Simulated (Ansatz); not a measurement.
# Ge (P4_32_12) in Ansatz: settings compared

Aim: see how the results for Ge move with the level of theory and the settings. Levels: PBEsol, r2SCAN. Tasks: relaxation of cell and atoms.

Everything below comes from runs of Ansatz 0.2.0. Logs are shortened: lines on timing, memory, paths and dates and some standing lists are left out, and cuts for length are marked.

## (1) The structure

It takes space group P4_32_12 (No. 96, tetragonal). Conventional cell: a = 5.930 Å, b = 5.930 Å, c = 6.980 Å, α = 90.00°, β = 90.00°, γ = 90.00°. Around Ge (site symmetry 1) lie 4 Ge at 2.44 to 2.55 Å. Around Ge (site symmetry 2) lie 4 Ge at 2.44 to 2.55 Å.

This isn't the form of Ge at room conditions, which is diamond.

## (2) Relaxation of cell and atoms, PBEsol

input.yaml reads:

```yaml
crystal:
  lattice:
    - [5.93, 0.0, 0.0]
    - [0.0, 5.93, 0.0]
    - [0.0, 0.0, 6.98]
  atoms:
    - { symbol: Ge, position: [0.375, 0.1667, 0.75] }
    - { symbol: Ge, position: [0.3333, 0.875, 0.5] }
    - { symbol: Ge, position: [0.625, 0.8333, 0.25] }
    - { symbol: Ge, position: [0.6667, 0.125, 0.0] }
    - { symbol: Ge, position: [0.875, 0.3333, 0.5] }
    - { symbol: Ge, position: [0.8333, 0.625, 0.75] }
    - { symbol: Ge, position: [0.125, 0.6667, 0.0] }
    - { symbol: Ge, position: [0.1667, 0.375, 0.25] }
    - { symbol: Ge, position: [0.575, 0.425, 0.25] }
    - { symbol: Ge, position: [0.925, 0.925, 0.5] }
    - { symbol: Ge, position: [0.425, 0.575, 0.75] }
    - { symbol: Ge, position: [0.075, 0.075, 0.0] }
hamiltonian:
  xc: pbesol
  pseudopotentials: { kind: paw }
kpoints:
  mp_grid: { grid: [5, 5, 4] }
scf:
  occupations: { method: fermi_dirac, width: 0.05 }
output:
  forces: true
  stress: true
  eigenvalues: true
relax:
  f_tol: 0.01
  max_steps: 40
  cell: { stress_tol: 0.05 }
```

Potentials or basis: Ansatz PAW.

Run with:

```console
$ ansatz run input.yaml --threads 4 --pin off --max-ram 11264MiB --backend cpu --events-out ev --progress --plain --runs-dir out
```

Log:

```text
Warning: RAYON_NUM_THREADS=4 ignored (pool sized by the plan → 4); use --threads N
Engine: ansatz 0.2.0, aarch64-unknown-linux-gnu
Pseudopotentials: kind: paw
Pseudopotential: Ge, paw, valence charge 14, recommended cutoff 420 eV (normal), Ge.paw.azcp
Functional definition: PBEsol
  exchange = pbesol_x
  correlation = pbesol_c
Crystal: 12 atoms, lattice volume = 245.451 Å³
Basis set: ecut = 420 eV, 4783 PW (Γ), exchange–correlation on 80×80×96 points (8 copies of the dense FFT grid, shifted against one another)
Bands: 101, of which v1, the nominal top of the filled ones, is band 84 counted from 1 (83 counted from 0)
Symmetry: 8 space group operations
Space group: P43212 (ITA 96), of the structure as read, at distance tolerance 6.3e-5 Å
k-points: 18 of 100 (time reversal used)
Non-local potential: Ge, projectors of the file, l = 0: 2, l = 1: 2, l = 2: 3, l = 3: 1
PAW form: soft (Blöchl's): semilocal exchange-correlation on the pseudo side does not see the compensation charge
PAW frozen core: Ge, regenerated for the run's functional, and the local potential with it (the file was generated under x = pbe(κ = 0.804, μ = 0.2195149727645171), c = pbe(β = 0.06672455060314922))
PAW one-centre angular grid: Ge, 590 points (default); XC on 64 Gauss nodes
Initial density: superposition of atomic densities (neutral atoms: chi_scale 0, normalization atom), corrected by the library's trained network
Initial wavefunctions: pseudopotential atomic-orbital guess
Functional: x = pbesol(κ = 0.804, μ = 0.12345679012345678), c = pbesol(β = 0.046)
SCF iter   1: F=—  HF=-51040.418441 eV  |F-HF|=—  |Δ(HF+E_count)|=         —  Δρ=1.85e-3  dr2=7.54e-3  ethr=1.77e-3  ⟨swp⟩=5.9  Hψ=6453  notcnv=0  defer=5
preconditioner: auto → Resta (q_TF=auto, 2.561 Å⁻¹)  ε∞=2.9  [insulator: Δε(μ)=0.673 eV  Ē_g=22.313 eV  σ=0.050 eV  W_gap=1.00  n_scr=80 (ndim 8)  ℏωp=30.7 eV  f_vac=0.000  D(μ)=0.01/eV (n_scr^D=0)  ε∞_Penn≈2.9]
SCF iter   2: F=—  HF=-51040.408252 eV  |F-HF|=—  |Δ(HF+E_count)|=   1.02e-2  Δρ=9.98e-4  dr2=2.02e-3  ethr=4.49e-6  ⟨swp⟩=2.0  Hψ=3610  notcnv=0  defer=41
SCF iter   3: F=—  HF=-51040.408040 eV  |F-HF|=—  |Δ(HF+E_count)|=   2.12e-4  Δρ=2.53e-4  dr2=1.04e-4  ethr=1.20e-6  ⟨swp⟩=2.0  Hψ=3189  notcnv=0  defer=41
SCF iter   4: F=—  HF=-51040.408108 eV  |F-HF|=—  |Δ(HF+E_count)|=   6.77e-5  Δρ=2.25e-4  dr2=6.14e-5  ethr=6.18e-8  ⟨swp⟩=2.0  Hψ=3189  notcnv=0  defer=41
SCF iter   5: F=—  HF=-51040.407995 eV  |F-HF|=—  |Δ(HF+E_count)|=   1.12e-4  Δρ=1.86e-5  dr2=7.13e-7  ethr=3.66e-8  ⟨swp⟩=2.0  Hψ=3189  notcnv=0  defer=41
SCF iter   6: F=—  HF=-51040.408191 eV  |F-HF|=—  |Δ(HF+E_count)|=   1.96e-4  Δρ=9.75e-6  dr2=1.97e-7  ethr=5.95e-11  ⟨swp⟩=8.1  Hψ=8355  notcnv=0
SCF iter   7: F=-51040.408191 eV  HF=-51040.408191 eV  |F-HF|=8.20e-9  |Δ(HF+E_count)|=   1.92e-7  Δρ=2.43e-6  dr2=9.32e-9  ethr=5.95e-11  ⟨swp⟩=4.0  Hψ=5345  notcnv=0
SCF 1 converged in 7 iterations: F = -51040.408191 eV  dr2 = 9.32e-9
[... 81 lines left out ...]
  E_smearing   = -0.000302  (= −TS)
  E_closure    = 0.000000  (closes the sum)
  Σ components = -51040.596694   (vs F -51040.596694, Δ=0.00e0)
--- Forces (eV/Å), atoms counted from 1 ---
  atom   1  Ge     0.00296596     0.00231404    -0.00055676
  atom   2  Ge    -0.00231404     0.00296596    -0.00055676
  atom   3  Ge    -0.00296596    -0.00231404    -0.00055676
  atom   4  Ge     0.00231404    -0.00296596    -0.00055676
  atom   5  Ge     0.00296596    -0.00231404     0.00055676
  atom   6  Ge    -0.00231404    -0.00296596     0.00055676
  atom   7  Ge    -0.00296596     0.00231404     0.00055676
  atom   8  Ge     0.00231404     0.00296596     0.00055676
  atom   9  Ge     0.00196871    -0.00196871     0.00000000
  atom  10  Ge    -0.00196871    -0.00196871    -0.00000000
  atom  11  Ge    -0.00196871     0.00196871     0.00000000
  atom  12  Ge     0.00196871     0.00196871     0.00000000
  max |Σ_I F_I| component: 3.31e-16 eV/Å
--- Stress (GPa, compression-positive) ---
        0.002050      -0.000000      -0.000000
       -0.000000       0.002050      -0.000000
       -0.000000       0.000000       0.003914
  P = ⅓ Tr σ = 0.0027 GPa (0.027 kbar)
--- Band table (eV; the first three rows and the last of 18) ---
  k-point 0: bands = ["-15.1191", "-15.0914", "-15.0914", "-15.0725", "-15.0725", "-15.0713", "-15.0671", "-15.0523", "-15.0507", "-15.0507", "-15.0461", "-15.0443", "-15.0410", "-15.0169", "-15.0050", "-15.0026", "-15.0026", "-14.9793", "-14.9764", "-14.9764", "-14.9689", "-14.9689", "-14.9674", "-14.9657", "-14.9460", "-14.9382", "-14.9382", "-14.9375", "-14.9285", "-14.9129", "-14.9129", "-14.9052", "-14.9001", "-14.8900", "-14.8900", "-14.8858", "-14.8786", "-14.8786", "-14.8740", "-14.8730", "-14.8707", "-14.8498", "-14.8498", "-14.8495", "-14.8276", "-14.8276", "-14.8168", "-14.8168", "-14.8099", "-14.8040", "-14.7983", "-14.7871", "-14.7808", "-14.7808", "-14.7770", "-14.7724", "-14.7697", "-14.7375", "-14.7375", "-14.7237", "-3.3408", "-0.8385", "-0.8385", "0.0269", "0.5598", "0.5598", "0.6412", "2.8955", "3.3761", "3.3761", "3.5166", "3.9142", "5.2762", "5.5536", "5.5536", "5.7935", "6.0699", "6.3316", "6.3316", "7.4892", "8.1706", "8.2252", "8.2252", "9.0183", "10.6303", "10.8547", "10.8547", "11.7035", "12.4951", "12.8365", "12.9900", "13.5207", "13.5207", "13.5512", "14.0634", "14.0634", "15.2845", "15.2983", "15.7246", "15.7246", "15.8497"]
  k-point 1: bands = ["-15.1186", "-15.1051", "-15.0783", "-15.0711", "-15.0704", "-15.0698", "-15.0673", "-15.0571", "-15.0557", "-15.0518", "-15.0506", "-15.0487", "-15.0231", "-15.0110", "-15.0022", "-15.0007", "-14.9988", "-14.9860", "-14.9794", "-14.9783", "-14.9701", "-14.9655", "-14.9647", "-14.9646", "-14.9515", "-14.9491", "-14.9387", "-14.9336", "-14.9219", "-14.9209", "-14.9147", "-14.9063", "-14.9023", "-14.8926", "-14.8894", "-14.8851", "-14.8791", "-14.8776", "-14.8721", "-14.8718", "-14.8643", "-14.8545", "-14.8491", "-14.8451", "-14.8327", "-14.8192", "-14.8185", "-14.8137", "-14.8094", "-14.8075", "-14.8038", "-14.7897", "-14.7817", "-14.7816", "-14.7768", "-14.7697", "-14.7622", "-14.7438", "-14.7324", "-14.7252", "-3.1687", "-1.8484", "0.0637", "0.0850", "0.2705", "0.7082", "1.1763", "2.2897", "2.8838", "3.6089", "3.7746", "3.8033", "4.7407", "4.9602", "6.1128", "6.3313", "6.7372", "6.9099", "6.9212", "7.1219", "7.7246", "8.1497", "8.2806", "8.3276", "11.0863", "11.2138", "11.3470", "11.7090", "11.7101", "11.9050", "11.9388", "12.3887", "13.3948", "13.9191", "14.7384", "14.8990", "15.1923", "15.5087", "15.5339", "15.5536", "15.5840"]
  k-point 2: bands = ["-15.1148", "-15.1148", "-15.0701", "-15.0701", "-15.0686", "-15.0686", "-15.0653", "-15.0653", "-15.0557", "-15.0557", "-15.0517", "-15.0517", "-15.0047", "-15.0047", "-14.9997", "-14.9997", "-14.9944", "-14.9944", "-14.9853", "-14.9853", "-14.9702", "-14.9702", "-14.9603", "-14.9603", "-14.9514", "-14.9514", "-14.9362", "-14.9362", "-14.9285", "-14.9285", "-14.9057", "-14.9057", "-14.9025", "-14.9025", "-14.8895", "-14.8895", "-14.8747", "-14.8747", "-14.8715", "-14.8715", "-14.8573", "-14.8573", "-14.8478", "-14.8478", "-14.8221", "-14.8221", "-14.8157", "-14.8157", "-14.8124", "-14.8124", "-14.7992", "-14.7992", "-14.7810", "-14.7810", "-14.7720", "-14.7720", "-14.7518", "-14.7518", "-14.7284", "-14.7284", "-2.6603", "-2.6603", "0.1463", "0.1463", "0.6595", "0.6595", "1.6802", "1.6802", "3.1240", "3.1240", "3.7309", "3.7309", "4.7139", "4.7139", "6.3361", "6.3361", "7.1994", "7.1994", "7.2675", "7.2675", "8.0345", "8.0345", "8.4840", "8.4840", "10.0126", "10.0126", "10.6662", "10.6662", "12.6724", "12.6724", "12.7040", "12.7040", "13.8550", "13.8550", "13.9054", "13.9054", "14.8874", "14.8874", "14.9326", "14.9326", "16.4461"]
  k-point 17: bands = ["-15.0990", "-15.0990", "-15.0957", "-15.0957", "-15.0643", "-15.0643", "-15.0611", "-15.0611", "-15.0381", "-15.0381", "-15.0324", "-15.0324", "-15.0242", "-15.0242", "-15.0026", "-15.0026", "-14.9875", "-14.9875", "-14.9771", "-14.9771", "-14.9693", "-14.9693", "-14.9586", "-14.9586", "-14.9473", "-14.9473", "-14.9407", "-14.9407", "-14.9216", "-14.9216", "-14.9148", "-14.9148", "-14.8939", "-14.8939", "-14.8882", "-14.8882", "-14.8682", "-14.8682", "-14.8629", "-14.8629", "-14.8542", "-14.8542", "-14.8467", "-14.8467", "-14.8364", "-14.8364", "-14.8248", "-14.8248", "-14.8038", "-14.8038", "-14.8021", "-14.8021", "-14.7849", "-14.7849", "-14.7827", "-14.7827", "-14.7604", "-14.7604", "-14.7452", "-14.7452", "-1.5534", "-1.5534", "-0.9759", "-0.9759", "-0.1680", "-0.1680", "0.3395", "0.3395", "4.2879", "4.2879", "4.7264", "4.7264", "6.3730", "6.3730", "6.7743", "6.7743", "7.1884", "7.1884", "7.6014", "7.6014", "8.0567", "8.0567", "8.4661", "8.4661", "10.4817", "10.4817", "10.8197", "10.8197", "11.4639", "11.4639", "11.8931", "11.8931", "12.5406", "12.5406", "13.1403", "13.1403", "14.1420", "14.1420", "14.6683", "14.6683", "15.5677"]
--- Relaxed structure (5 steps of the walk, 5 accepted, 1 SCFs on fresh bases) ---
  F+E_penalty+E_count = -51040.59669424 eV   max|allowed force component| = 2.966e-3 eV/Å   (the final SCF, on the basis selected at the relaxed cell)
  cell:  # Å, volume = 244.5249 Å³
    - [5.929047666957398, 5.47219414732277e-34, 5.947319892923143e-19]
    - [5.47219414732277e-34, 5.929047666957398, 1.641658244196831e-33]
    - [7.000386653052877e-19, 1.932339720825275e-33, 6.95589940764579]
  atoms:
    - { symbol: Ge, position: [0.3691816952817407, 0.17187102684935304, 0.7425859713254698] }
    - { symbol: Ge, position: [0.3281289731506469, 0.8691816952817406, 0.4925859713254699] }
    - { symbol: Ge, position: [0.6308183047182592, 0.8281289731506469, 0.24258597132546986] }
    - { symbol: Ge, position: [0.671871026849353, 0.13081830471825934, -0.007414028674530091] }
    - { symbol: Ge, position: [0.8691816952817406, 0.3281289731506469, 0.50741402867453] }
    - { symbol: Ge, position: [0.8281289731506469, 0.6308183047182592, 0.7574140286745301] }
    - { symbol: Ge, position: [0.13081830471825934, 0.671871026849353, 0.00741402867453009] }
    - { symbol: Ge, position: [0.17187102684935304, 0.3691816952817407, 0.2574140286745301] }
    - { symbol: Ge, position: [0.588343327388284, 0.41165667261171585, 0.24999999999999997] }
    - { symbol: Ge, position: [0.9116566726117159, 0.9116566726117159, 0.49999999999999994] }
    - { symbol: Ge, position: [0.41165667261171585, 0.588343327388284, 0.75] }
    - { symbol: Ge, position: [0.08834332738828415, 0.08834332738828418, -5.424568708867448e-19] }
```

Wall time 69 s (4 threads of Arm Neoverse V2, shared host); peak memory 0.95 GiB.

Results:

| Property | Result |
| --- | --- |
| Free energy | -51040.5967 eV |
| Relaxed volume | 20.38 Å³/atom |
| Relaxed cell | a = 5.929 Å, b = 5.929 Å, c = 6.956 Å, α = 90.00°, β = 90.00°, γ = 90.00° |
| Space group after relaxing (to 0.05 Å) | P4_32_12 (No. 96) |
| Energy gained by relaxing | 15.7 meV/atom |
| Ionic steps | 6 |
| Pressure after relaxing | 0.0 GPa |
| Largest force after relaxing | 0.004 eV/Å |
| Band gap on the k mesh | 0.61 eV, indirect (least direct gap 0.70 eV) |

Forces in eV/Å, atoms in the order of the input:
```
Ge   0.003  0.002 -0.001
Ge  -0.002  0.003 -0.001
Ge  -0.003 -0.002 -0.001
Ge   0.002 -0.003 -0.001
Ge   0.003 -0.002  0.001
Ge  -0.002 -0.003  0.001
Ge  -0.003  0.002  0.001
Ge   0.002  0.003  0.001
Ge   0.002 -0.002  0.000
Ge  -0.002 -0.002  0.000
Ge  -0.002  0.002  0.000
Ge   0.002  0.002  0.000
```

Step by step:
```csv
step,energy change (eV),largest force (eV/Å),volume (Å³)
1,0.0000,0.8537,245.45
2,-0.1693,0.0907,243.04
3,-0.1869,0.0361,244.93
4,-0.1886,0.0082,244.60
5,-0.1887,0.0038,244.52
6,-0.1885,0.0038,244.52
```

Final structure:
```cif
data_structure
_symmetry_space_group_name_H-M 'P 1'
_symmetry_Int_Tables_number 1
_cell_length_a 5.9290
_cell_length_b 5.9290
_cell_length_c 6.9559
_cell_angle_alpha 90.000
_cell_angle_beta 90.000
_cell_angle_gamma 90.000
_cell_volume 244.52
loop_
_atom_site_label
_atom_site_type_symbol
_atom_site_fract_x
_atom_site_fract_y
_atom_site_fract_z
_atom_site_occupancy
Ge1 Ge 0.36918 0.17187 0.74259 1
Ge2 Ge 0.32813 0.86918 0.49259 1
Ge3 Ge 0.63082 0.82813 0.24259 1
Ge4 Ge 0.67187 0.13082 0.99259 1
Ge5 Ge 0.86918 0.32813 0.50741 1
Ge6 Ge 0.82813 0.63082 0.75741 1
Ge7 Ge 0.13082 0.67187 0.00741 1
Ge8 Ge 0.17187 0.36918 0.25741 1
Ge9 Ge 0.58834 0.41166 0.25000 1
Ge10 Ge 0.91166 0.91166 0.50000 1
Ge11 Ge 0.41166 0.58834 0.75000 1
Ge12 Ge 0.08834 0.08834 0.00000 1
```

Caveat: odd divisions of the mesh miss points on the zone boundary, where band edges often lie, so the gap on the mesh can be too wide; the plane-wave basis is chosen anew once the cell has moved, so the energies of steps on either side of that aren't comparable; the PAW data sets come from PBE, with cores solved anew for the run's functional, which leaves a small shift of forces and pressure.

## (3) Relaxation of cell and atoms, r2SCAN

Edit input.yaml of step 2 so:

```diff
@@ -19,3 +19,3 @@
 hamiltonian:
-  xc: pbesol
+  xc: r2scan
   pseudopotentials: { kind: paw }
@@ -29,2 +29,6 @@
   eigenvalues: true
+  write_density: true
+  write_potential: true
+  elf: true
+  volumetric_format: npy
 relax:
```

Potentials or basis: Ansatz PAW.

Run with:

```console
$ ansatz run input.yaml --threads 4 --pin off --max-ram 11264MiB --backend cpu --events-out ev --progress --plain --runs-dir out
```

Run time: 2.5 min. Hardware: 4 threads of Arm Neoverse V2, shared host; peak memory 1.4 GiB.

The run converged. Its results:

| Quantity | Value |
| --- | --- |
| Free energy | -51632.7128 eV |
| Relaxed volume | 20.90 Å³/atom |
| Relaxed cell | a = 5.951 Å, b = 5.951 Å, c = 7.080 Å, α = 90.00°, β = 90.00°, γ = 90.00° |
| Space group after relaxing (to 0.05 Å) | P4_32_12 (No. 96) |
| Energy gained by relaxing | 17.0 meV/atom |
| Ionic steps | 6 |
| Pressure after relaxing | 0.0 GPa |
| Band gap on the k mesh | 0.98 eV, indirect (least direct gap 1.06 eV) |

Forces on the atoms (eV/Å):
```
Ge   0.002 -0.001 -0.001
Ge   0.001  0.002 -0.001
Ge  -0.002  0.001 -0.001
Ge  -0.001 -0.002 -0.001
Ge   0.002  0.001  0.001
Ge   0.001 -0.002  0.001
Ge  -0.002 -0.001  0.001
Ge  -0.001  0.002  0.001
Ge  -0.001  0.001  0.000
Ge   0.001  0.001  0.000
Ge   0.001 -0.001  0.000
Ge  -0.001 -0.001  0.000
```

Step by step:
| step | energy change (eV) | largest force (eV/Å) | volume (Å³) |
| --- | --- | --- | --- |
| 1 | 0.0000 | 0.9069 | 245.45 |
| 2 | -0.1687 | 0.1679 | 252.24 |
| 3 | -0.2006 | 0.0345 | 251.24 |
| 4 | -0.2025 | 0.0135 | 250.67 |
| 5 | -0.2026 | 0.0021 | 250.75 |
| 6 | -0.2046 | 0.0022 | 250.75 |

Final structure:
```
CELL_PARAMETERS angstrom
5.95139 0.00000 0.00000
0.00000 5.95139 0.00000
0.00000 0.00000 7.07961
ATOMIC_POSITIONS crystal
Ge 0.37273 0.16944 0.75548
Ge 0.33056 0.87273 0.50548
Ge 0.62727 0.83056 0.25548
Ge 0.66944 0.12727 0.00548
Ge 0.87273 0.33056 0.49452
Ge 0.83056 0.62727 0.74452
Ge 0.12727 0.66944 0.99452
Ge 0.16944 0.37273 0.24452
Ge 0.58425 0.41575 0.25000
Ge 0.91575 0.91575 0.50000
Ge 0.41575 0.58425 0.75000
Ge 0.08425 0.08425 0.00000
```

Levels at points of the mesh, in eV from the valence-band top:
| k point | band 82 | band 83 | band 84 | band 85 | band 86 | band 87 |
| --- | --- | --- | --- | --- | --- | --- |
| (0.00, 0.00, 0.00) | -0.90 | -0.90 | -0.18 | 1.81 | 2.03 | 2.03 |
| (0.00, 0.00, -0.50) | -1.12 | -0.71 | -0.71 | 1.21 | 1.21 | 2.02 |

Caveat: odd divisions of the mesh miss points on the zone boundary, where band edges often lie, so the gap on the mesh can be too wide; the plane-wave basis is chosen anew once the cell has moved, so the energies of steps on either side of that aren't comparable; the PAW data sets come from PBE, with cores solved anew for the run's functional, which leaves a small shift of forces and pressure.
